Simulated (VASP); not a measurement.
# MgO (P-6m2) in VASP: further runs

The runs below take MgO through band structure, with PBE0, PBE-EpsX.

Program: VASP 6.6.1. These are calculated values, not measurements. Logs are shortened: lines on timing, memory, paths and dates and some standing lists are left out, and cuts for length are marked.

## (1) The structure

The structure is hexagonal, space group P-6m2 (No. 187). Conventional cell: a = 2.938 Å, b = 2.938 Å, c = 2.680 Å, α = 90.00°, β = 90.00°, γ = 120.00°. Around Mg (site symmetry -6m2) lie 6 O at 2.16 Å. O (site symmetry -6m2) has 6 Mg at 2.16 Å as nearest neighbours.

Measurements of this composition are mostly on another form, of space group No. 225.

## (2) Band structure, PBE0

Contents of POSCAR:

```
MgO
1.0
    2.9380209034      0.0000000000      0.0000000000
   -1.4690104517      2.5444007392      0.0000000000
    0.0000000000      0.0000000000      2.6796800000
Mg O
1 1
Direct
    0.0000000000      0.0000000000      0.0000000000
    0.3333333333      0.6666666667      0.5000000000
```

Contents of INCAR.step1:

```
PREC = Accurate
ENCUT = 520
EDIFF = 1E-5
ISMEAR = 0
SIGMA = 0.02
LREAL = False
LASPH = True
NELM = 60
ALGO = Normal
ISIF = 2
LWAVE = True
LCHARG = False
NBANDS = 11
GGA = PE
```

Contents of INCAR.step2:

```
PREC = Accurate
ENCUT = 520
EDIFF = 1E-6
ISMEAR = 0
SIGMA = 0.02
LREAL = False
LASPH = True
NELM = 60
ALGO = Normal
ISIF = 2
LWAVE = False
LCHARG = False
GGA = PE
LHFCALC = True
AEXX = 0.25
PRECFOCK = Fast
HFRCUT = -1
NBANDS = 11
ISTART = 1
```

Contents of KPOINTS:

```
regular mesh
0
Gamma
  6 6 6
```

Contents of KPOINTS_OPT:

```
path GMKGALHA,LM,KH
12
line-mode
reciprocal
 0.0000000000  0.0000000000  0.0000000000  G
 0.5000000000  0.0000000000  0.0000000000  M

 0.5000000000  0.0000000000  0.0000000000  M
 0.3333333333  0.3333333333  0.0000000000  K

 0.3333333333  0.3333333333  0.0000000000  K
 0.0000000000  0.0000000000  0.0000000000  G

 0.0000000000  0.0000000000  0.0000000000  G
 0.0000000000  0.0000000000  0.5000000000  A

 0.0000000000  0.0000000000  0.5000000000  A
 0.5000000000  0.0000000000  0.5000000000  L

 0.5000000000  0.0000000000  0.5000000000  L
 0.3333333333  0.3333333333  0.5000000000  H

 0.3333333333  0.3333333333  0.5000000000  H
 0.0000000000  0.0000000000  0.5000000000  A

 0.5000000000  0.0000000000  0.5000000000  L
 0.5000000000  0.0000000000  0.0000000000  M

 0.3333333333  0.3333333333  0.0000000000  K
 0.3333333333  0.3333333333  0.5000000000  H
```

Potentials or basis: VASP PAW PBE potentials, release 64 (Mg, O).

Launch:

```sh
$ cat potpaw_PBE.64/Mg/POTCAR potpaw_PBE.64/O/POTCAR > POTCAR
$ cp INCAR.step1 INCAR
$ mpirun -np 1 vasp_std > vasp.out
$ cp INCAR.step2 INCAR
$ mpirun -np 1 vasp_std > vasp.out
```

OUTCAR:

```text
PREC = Accurate
   ENCUT = 520
   EDIFF = 1E-6
   ISMEAR = 0
   LREAL = False
   LASPH = True
   NELM = 60
   ISIF = 2
   GGA = PE
   LHFCALC = True
   AEXX = 0.25
   PRECFOCK = Fast
   ISTART = 1

 ion  position               nearest neighbor table
   1  0.000  0.000  0.000-   2 2.16   2 2.16   2 2.16   2 2.16   2 2.16   2 2.16
   2  0.333  0.667  0.500-   1 2.16   1 2.16   1 2.16   1 2.16   1 2.16   1 2.16

  LATTYP: Found a hexagonal cell.
 ALAT       =     2.9380209034
 C/A-ratio  =     0.9120697531

  Lattice vectors:

 A1 = (   2.9380209034,   0.0000000000,   0.0000000000)
 A2 = (  -1.4690104517,   2.5444007392,   0.0000000000)
 A3 = (   0.0000000000,   0.0000000000,   2.6796800000)

Analysis of symmetry for initial positions (statically):
=====================================================================
 Subroutine PRICEL returns:
 Original cell was already a primitive cell.

 Routine SETGRP: Setting up the symmetry group for a
 hexagonal supercell.

 Subroutine GETGRP returns: Found 12 space group operations
 (whereof 12 operations were pure point group operations)
 out of a pool of 24 trial point group operations.

The static configuration has the point symmetry D_3h.

Analysis of symmetry for dynamics (positions and initial velocities):
=====================================================================
 Subroutine PRICEL returns:
 Original cell was already a primitive cell.

 Routine SETGRP: Setting up the symmetry group for a
 hexagonal supercell.

 Subroutine GETGRP returns: Found 12 space group operations
 (whereof 12 operations were pure point group operations)
 out of a pool of 24 trial point group operations.

The dynamic configuration has the point symmetry D_3h.

 Subroutine INISYM returns: Found 12 space group operations
 (whereof 12 operations are pure point group operations),
 and found     1 'primitive' translations

----------------------------------------------------------------------------------------

                                     Primitive cell

  volume of cell :      20.0320

  direct lattice vectors                    reciprocal lattice vectors
     2.938020903  0.000000000  0.000000000     0.340365175  0.196509926  0.000000000
    -1.469010452  2.544400739  0.000000000     0.000000000  0.393019851  0.000000000
     0.000000000  0.000000000  2.679680000     0.000000000  0.000000000  0.373178887

  length of vectors
     2.938020903  2.938020903  2.679680000     0.393019851  0.393019851  0.373178887

  position of ions in fractional coordinates (direct lattice)
     0.000000000  0.000000000  0.000000000
     0.333333333  0.666666667  0.500000000

  ion indices of the primitive-cell ions
   primitive index   ion index
                 1           1
                 2           2

----------------------------------------------------------------------------------------

 KPOINTS: regular mesh

Automatic generation of k-mesh.
 Grid dimensions read from file:
 generate k-points for:    6    6    6

 Generating k-lattice:

  Cartesian coordinates                     Fractional coordinates (reciprocal lattice)
     0.056727529  0.032751654  0.000000000     0.166666667 -0.000000000  0.000000000
     0.000000000  0.065503309  0.000000000     0.000000000  0.166666667  0.000000000
     0.000000000  0.000000000  0.062196481     0.000000000  0.000000000  0.166666667

  Length of vectors
     0.065503309  0.065503309  0.062196481

  Shift w.r.t. Gamma in fractional coordinates (k-lattice)
     0.000000000  0.000000000  0.000000000

 Subroutine IBZKPT returns following result:
 ===========================================

 Found     28 irreducible k-points:

 Following reciprocal coordinates:
            Coordinates               Weight
  0.000000  0.000000  0.000000      1.000000
  0.166667  0.000000  0.000000      6.000000
  0.333333  0.000000  0.000000      6.000000
  0.500000 -0.000000  0.000000      3.000000
  0.166667  0.166667  0.000000      6.000000
  0.333333  0.166667  0.000000     12.000000
[... 16 lines left out ...]
  0.166667  0.000000  0.500000      6.000000
  0.333333  0.000000  0.500000      6.000000
 [... further k-points ...]
   k-points           NKPTS =     28   k-points in BZ     NKDIM =    216   number of bands    NBANDS=     11
   number of dos      NEDOS =    301   number of ions     NIONS =      2
   total plane-waves  NPLWV =  11520
   dimension x,y,z NGX =    24 NGY =   24 NGZ =   20
   dimension x,y,z NGXF=    48 NGYF=   48 NGZF=   40
   ions per type =               1   1
   NGX,Y,Z   is equivalent  to a cutoff of  13.58, 13.58, 12.41 a.u.
   NGXF,Y,Z  is equivalent  to a cutoff of  27.16, 27.16, 24.82 a.u.
 SYSTEM =  unknown system
   PREC   = accura    normal or accurate (medium, high low for compatibility)
   ISTART =      1    job   : 0-new  1-cont  2-samecut
   ICHARG =      0    charge: 1-file 2-atom 10-const
   ISPIN  =      1    spin polarized calculation?
   LNONCOLLINEAR =      F non collinear calculations
   LSORBIT =      F    spin-orbit coupling
   LASPH  =      T    aspherical Exc in radial PAW
   ENCUT  =  520.0 eV  38.22 Ry    6.18 a.u.   5.46  5.46  4.98*2*pi/ulx,y,z
   NELM   =     60;   NELMIN=  2; NELMDL=  0     # of ELM steps
   EDIFF  = 0.1E-05   stopping-criterion for ELM
   LREAL  =      F    real-space projection
   EDIFFG = 0.1E-04   stopping-criterion for IOM
   NSW    =      0    number of steps for IOM
   IBRION =     -1    ionic relax: 0-MD 1-quasi-New 2-CG
   NFREE  =      0    steps in history (QN), initial steepest desc. (CG)
   ISIF   =      2    stress and relaxation
   ISYM   =      3    0-nonsym 1-usesym 2-fastsym
   POTIM  = 0.5000    time-step for ionic-motion
   TEBEG  =    0.0;   TEEND  =   0.0 temperature during run
   PSTRESS=    0.0 pullay stress
   NELECT =       8.0000    total number of electrons
   NUPDOWN=      -1.0000    fix difference up-down
   EMIN   =  10.00;   EMAX   =-10.00  energy-range for DOS
   EFERMI =   0.00;   METHOD = LEGACY
   ISMEAR =     0;   SIGMA  =   0.02  broadening in eV -4-tet -1-fermi 0-gaus
   EFERMI_NEDOS =   21; number of points for ismear=-14 and -15
   IALGO  =     38    algorithm
   IMIX   =      1    mixing-type and parameters
     AMIX     =   0.40;   BMIX     =  1.00
     AMIX_MAG =   1.60;   BMIX_MAG =  1.00
  volume/ion in A,a.u.               =      10.02        67.59
  Fermi-wavevector in a.u.,A,eV,Ry     =   1.205583  2.278221 19.775115  1.453430
  Thomas-Fermi vector in A             =   2.341275
   LORBIT       =      0    0 simple, 1 ext, 2 COOP (PROOUT), +10 PAW based schemes
   GGA     = PE    functional components
   LHFCALC =     T    Hartree Fock is set to
   PRECFOCK=fast      Normal, Fast or Accurate (Low or Medium for compatibility)
   ENCUT4O =  -1.0   cutoff for four orbital integrals eV
   NKREDX  =     1    reduce k-point grid by
   NKREDY  =     1    reduce k-point grid by
   NKREDZ  =     1    reduce k-point grid by
   AEXX    =    0.2500 exact exchange contribution
   HFSCREEN=    0.0000 screening length (either q_TF or 0.3 A-1)
   HFSCREENC=   0.0000 screening length for correlation (either q_TF or 0.3 A-1)
   ENCUTFOCK=  -1.0 apply spherical cutoff to Coloumb kernel
   IVDW    =     0    specifies the selected vdW correction
   LEPSILON=     F    determine dielectric tensor
   LRPA    =     F    only Hartree local field effects (RPA)
 non-spin polarized calculation
 Gauss-broadening in eV      SIGMA  =   0.02
  energy-cutoff  :      520.00
  volume of cell :       20.03
 maximum number of plane-waves:       562
 NGX is ok and might be reduce to    24
  NGX = 14; NGY = 14; NGZ = 12

 number of electron       7.9999996 magnetization

 Free energy of the ion-electron system (eV)
  ---------------------------------------------------
  ext. energy  EPLUGINS =         0.00000000
  ---------------------------------------------------
  free energy    TOTEN  =       -14.03492761 eV

  energy without entropy =      -14.03492761  energy(sigma->0) =      -14.03492761

 E-fermi :   1.9159     XC(G=0):  -8.4236

 val. band max:        1.7285413014   @ k =   0.3333   0.3333   0.0000
 cond. band min:       7.0243447991   @ k =   0.0000   0.0000   0.0000
 fundamental gap:      5.2958034977
 Fermi energy:         1.9158564757

 k-point     1 :       0.0000    0.0000    0.0000
  band No.  band energies     occupation
      1     -17.3009      2.00000
      2       1.1036      2.00000
      3       1.1037      2.00000
      4       1.3015      2.00000
      5       7.0243      0.00000
      6      16.1892      0.00000
      7      19.9984      0.00000
      8      19.9984      0.00000
      9      24.2954      0.00000
     10      25.6869      0.00000
     11      27.3705      0.00000

 k-point     2 :       0.1667    0.0000    0.0000
  band No.  band energies     occupation
      1     -17.0570      2.00000
      2      -0.4361      2.00000
      3       0.8901      2.00000
      4       1.3896      2.00000
      5       8.4733      0.00000
      6      16.0239      0.00000
      7      18.3613      0.00000
      8      20.7396      0.00000
      9      25.1475      0.00000
     10      25.7851      0.00000
     11      27.8320      0.00000

 k-point     3 :       0.3333    0.0000    0.0000
  band No.  band energies     occupation
      1     -16.5168      2.00000
      2      -2.5886      2.00000
      3       0.4952      2.00000
      4       1.5781      2.00000
      5      10.2902      0.00000
      6      14.9192      0.00000
      7      18.1757      0.00000
      8      22.0587      0.00000
      9      23.9811      0.00000
     10      25.5756      0.00000
     11      29.8654      0.00000
[... 267 lines left out ...]
 k-point    23 :       0.1667    0.0000    0.5000
  band No.  band energies     occupation
      1     -16.0042      2.00000
      2      -3.6141      2.00000
      3       0.5956      2.00000
      4       1.4292      2.00000
      5      12.5501      0.00000
      6      13.8343      0.00000
      7      20.6214      0.00000
      8      20.9552      0.00000
      9      21.1214      0.00000
     10      24.0047      0.00000
     11      26.2445      0.00000

 k-point    24 :       0.3333    0.0000    0.5000
  band No.  band energies     occupation
      1     -15.6246      2.00000
      2      -2.7700      2.00000
      3      -1.1293      2.00000
      4       1.0288      2.00000
      5      10.8042      0.00000
      6      15.5839      0.00000
      7      19.1997      0.00000
      8      19.3155      0.00000
      9      20.0463      0.00000
     10      26.0503      0.00000
     11      26.3523      0.00000

 [... further k-points ...]

------------------------ aborting loop because EDIFF is reached ----------------------------------------

  FORCE on cell =-STRESS in cart. coord.  units (eV):
  Direction    XX          YY          ZZ          XY          YZ          ZX
  --------------------------------------------------------------------------------------
  -------------------------------------------------------------------------------------
  Total       -0.6928688     -0.6928688     -0.8669775      0.0000000      0.0000000      0.0000000
  in kB      -55.4163919    -55.4163919    -69.3417964      0.0000000      0.0000000      0.0000000
  external PRESSURE =     -60.0581934 kB  Pullay stress =       0.0000000 kB

 VOLUME and BASIS-vectors are now :
 -----------------------------------------------------------------------------
  energy-cutoff  :      520.00
  volume of cell :       20.03
      direct lattice vectors                 reciprocal lattice vectors
     2.938020903  0.000000000  0.000000000     0.340365175  0.196509926  0.000000000
    -1.469010452  2.544400739  0.000000000     0.000000000  0.393019851  0.000000000
     0.000000000  0.000000000  2.679680000     0.000000000  0.000000000  0.373178887

 POSITION                                       TOTAL-FORCE (eV/Angst)
 -----------------------------------------------------------------------------------
      0.00000      0.00000      0.00000        -0.000000     -0.000000      0.000000
     -0.00000      1.69627      1.33984         0.000000      0.000000      0.000000
 -----------------------------------------------------------------------------------
    total drift:                               -0.000000      0.000000      0.000000

  FREE ENERGIE OF THE ION-ELECTRON SYSTEM (eV)
  ---------------------------------------------------
  free  energy   TOTEN  =       -14.0349276133 eV

  energy  without entropy=      -14.0349276133  energy(sigma->0) =      -14.03492761
```

It took 8.5 min on 1 thread of Intel Xeon 6975P-C (Granite Rapids), shared host; peak memory 0.17 GiB.

Results:

```yaml
Free_energy: -14.0349 eV
Pressure: -6.0 GPa
Band_gap_on_the_k_mesh: 5.30 eV, indirect (least direct gap 5.72 eV)
Band_gap_along_the_path: 5.30 eV, indirect (least direct gap 5.72 eV)
```

Stress tensor (GPa, compression positive):
```
-5.54  0.00  0.00
 0.00 -5.54  0.00
 0.00  0.00 -6.93
```

Levels at the corners of the path, in eV from the valence-band top:
```tsv
point	band 2	band 3	band 4	band 5	band 6	band 7
Γ	-0.62	-0.62	-0.43	5.30	14.46	18.27
M	-5.22	-1.42	-0.05	9.03	13.41	15.78
M	-5.22	-1.42	-0.05	9.03	13.41	15.78
K	-3.94	-3.92	0.00	11.05	14.18	14.24
K	-3.94	-3.92	0.00	11.05	14.18	14.24
Γ	-0.62	-0.62	-0.43	5.30	14.46	18.27
Γ	-0.62	-0.62	-0.43	5.30	14.46	18.27
A	-5.71	-0.09	-0.09	10.84	11.74	20.31
A	-5.71	-0.09	-0.09	10.84	11.74	20.31
L	-4.01	-3.62	-0.89	8.20	14.02	16.91
L	-4.01	-3.62	-0.89	8.20	14.02	16.91
H	-3.79	-2.69	-2.65	8.74	13.11	16.37
H	-3.79	-2.69	-2.65	8.74	13.11	16.37
A	-5.71	-0.09	-0.09	10.84	11.74	20.31
L	-4.01	-3.62	-0.89	8.20	14.02	16.91
M	-5.22	-1.42	-0.05	9.03	13.41	15.78
K	-3.94	-3.92	0.00	11.05	14.18	14.24
H	-3.79	-2.69	-2.65	8.74	13.11	16.37
```

Caveat: the PAW data sets were made with another functional, which shifts forces and pressure a little.

## (3) Band structure, PBE-EpsX

POSCAR is that of step 2.

Contents of INCAR.step1:

```
ALGO     = Normal         # electronic algorithm
EDIFF    = 1E-8           # SCF threshold, eV
ENCUT    = 520            # plane-wave cutoff, eV
GGA      = PE             # functional
ISIF     = 2              # what is computed and relaxed
ISMEAR   = 0              # smearing method
LASPH    = True           # aspherical terms in the spheres
LCHARG   = False          # write CHGCAR
LEPSILON = True           # dielectric tensor by DFPT
LREAL    = False          # projectors in reciprocal space
LWAVE    = False          # write WAVECAR
NELM     = 60             # most SCF steps
PREC     = Accurate       # precision mode
SIGMA    = 0.02           # smearing width, eV
```

Contents of KPOINTS.step1:

```
Automatic mesh
0
G
  10 10 10
  0 0 0
```

Contents of INCAR.step2:

```
ALGO     = Normal         # electronic algorithm
EDIFF    = 1E-5           # SCF threshold, eV
ENCUT    = 520            # plane-wave cutoff, eV
GGA      = PE             # functional
ISIF     = 2              # what is computed and relaxed
ISMEAR   = 0              # smearing method
LASPH    = True           # aspherical terms in the spheres
LCHARG   = False          # write CHGCAR
LREAL    = False          # projectors in reciprocal space
LWAVE    = True           # write WAVECAR
NBANDS   = 11             # bands
NELM     = 60             # most SCF steps
PREC     = Accurate       # precision mode
SIGMA    = 0.02           # smearing width, eV
```

Contents of KPOINTS.step2:

```
k-points
0
Gamma
  6 6 6
```

Contents of INCAR.step3:

```
AEXX     = 0.2931         # exact-exchange fraction
ALGO     = Normal         # electronic algorithm
EDIFF    = 1E-6           # SCF threshold, eV
ENCUT    = 520            # plane-wave cutoff, eV
GGA      = PE             # functional
HFRCUT   = -1           
ISIF     = 2              # what is computed and relaxed
ISMEAR   = 0              # smearing method
ISTART   = 1            
LASPH    = True           # aspherical terms in the spheres
LCHARG   = False          # write CHGCAR
LHFCALC  = True           # exact exchange
LREAL    = False          # projectors in reciprocal space
LWAVE    = False          # write WAVECAR
NBANDS   = 11             # bands
NELM     = 60             # most SCF steps
PREC     = Accurate       # precision mode
PRECFOCK = Fast         
SIGMA    = 0.02           # smearing width, eV
```

Contents of KPOINTS.step3:

```
k-points
0
Gamma
  6 6 6
```

KPOINTS_OPT: that of step 2 with these lines changed.

```diff
@@ -1,3 +1,3 @@
 path GMKGALHA,LM,KH
-12
+10
 line-mode
```

Potentials or basis: VASP PAW PBE potentials, release 64 (Mg, O).

Launch:

```sh
$ cat potpaw_PBE.64/Mg/POTCAR potpaw_PBE.64/O/POTCAR > POTCAR
$ cp INCAR.step1 INCAR
$ cp KPOINTS.step1 KPOINTS
$ mpirun -np 1 vasp_std > vasp.out
$ cp INCAR.step2 INCAR
$ cp KPOINTS.step2 KPOINTS
$ mpirun -np 1 vasp_std > vasp.out
$ cp INCAR.step3 INCAR
$ cp KPOINTS.step3 KPOINTS
$ mpirun -np 1 vasp_std > vasp.out
```

Wall time 20 min (1 thread of Intel Xeon Platinum 8375C at 2.90GHz (Ice Lake), shared host); peak memory 0.24 GiB.

It converged, with:

- Free energy: -14.5260 eV
- Pressure: -6.9 GPa
- Band gap on the k mesh: 5.70 eV, indirect (least direct gap 6.14 eV)
- Band gap along the path: 5.70 eV, indirect (least direct gap 6.14 eV)

Stress tensor (GPa, compression positive):
```
-6.35  0.00  0.00
 0.00 -6.35  0.00
 0.00  0.00 -7.95
```

Levels at the corners of the path, in eV from the valence-band top:
| point | band 2 | band 3 | band 4 | band 5 | band 6 | band 7 |
| --- | --- | --- | --- | --- | --- | --- |
| Γ | -0.63 | -0.63 | -0.43 | 5.70 | 14.91 | 18.74 |
| M | -5.27 | -1.43 | -0.05 | 9.46 | 13.90 | 16.25 |
| M | -5.27 | -1.43 | -0.05 | 9.46 | 13.90 | 16.25 |
| K | -3.99 | -3.96 | 0.00 | 11.51 | 14.68 | 14.72 |
| K | -3.99 | -3.96 | 0.00 | 11.51 | 14.68 | 14.72 |
| Γ | -0.63 | -0.63 | -0.43 | 5.70 | 14.91 | 18.74 |
| Γ | -0.63 | -0.63 | -0.43 | 5.70 | 14.91 | 18.74 |
| A | -5.77 | -0.08 | -0.08 | 11.29 | 12.21 | 20.79 |
| A | -5.77 | -0.08 | -0.08 | 11.29 | 12.21 | 20.79 |
| L | -4.06 | -3.66 | -0.90 | 8.62 | 14.47 | 17.42 |
| L | -4.06 | -3.66 | -0.90 | 8.62 | 14.47 | 17.42 |
| H | -3.84 | -2.73 | -2.68 | 9.15 | 13.56 | 16.88 |
| H | -3.84 | -2.73 | -2.68 | 9.15 | 13.56 | 16.88 |
| A | -5.77 | -0.08 | -0.08 | 11.29 | 12.21 | 20.79 |
| L | -4.06 | -3.66 | -0.90 | 8.62 | 14.47 | 17.42 |
| M | -5.27 | -1.43 | -0.05 | 9.46 | 13.90 | 16.25 |
| K | -3.99 | -3.96 | 0.00 | 11.51 | 14.68 | 14.72 |
| H | -3.84 | -2.73 | -2.68 | 9.15 | 13.56 | 16.88 |

Caveat: the PAW data sets were made with another functional, which shifts forces and pressure a little.
